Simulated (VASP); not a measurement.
Here is a VASP 6.6.1 calculation.

Contents of INCAR:

```
PREC = Accurate ; ENCUT = 600
EDIFF = 1E-7 ; ISMEAR = 0
SIGMA = 0.03 ; LREAL = F
LASPH = T ; NELM = 80
ALGO = Normal ; ISIF = 3
LWAVE = F ; LCHARG = F
IBRION = 2 ; NSW = 90
EDIFFG = -0.005
```

Contents of KPOINTS:

```
Automatic mesh
0
Gamma
  12 12 5
```

File POSCAR:

```
GaN                                     
1.0
    3.1565806535      0.0000000000      0.0000000000
   -1.5782903268      2.7336790311      0.0000000000
   -0.0000000000      0.0000000000      5.1474123984
  Ga              N             
     2     2
Direct
     0.3333333300000021    0.6666666699999979    0.9993961557475025
     0.6666666699999979    0.3333333300000021    0.4993961557475026
     0.3333333300000021    0.6666666699999979    0.3756038442524974
     0.6666666699999979    0.3333333300000021    0.8756038442524975
```

Potentials or basis: VASP PAW LDA potentials, release 64 (Ga_d, N).

The run is started by

```console
$ cat potpaw_LDA.64/Ga_d/POTCAR potpaw_LDA.64/N/POTCAR > POTCAR
$ mpirun -np 1 vasp_std > vasp.out
```

(1) Predict the space group after relaxing (to 0.05 Å).

(2) Predict the relaxed volume.

(3) What does it give for the relaxed cell?

## Answers

(1) P6_3mc (No. 186).

(2) 11.11 Å³/atom.

(3) a = 3.157 Å, b = 3.157 Å, c = 5.148 Å, α = 90.00°, β = 90.00°, γ = 120.00°.
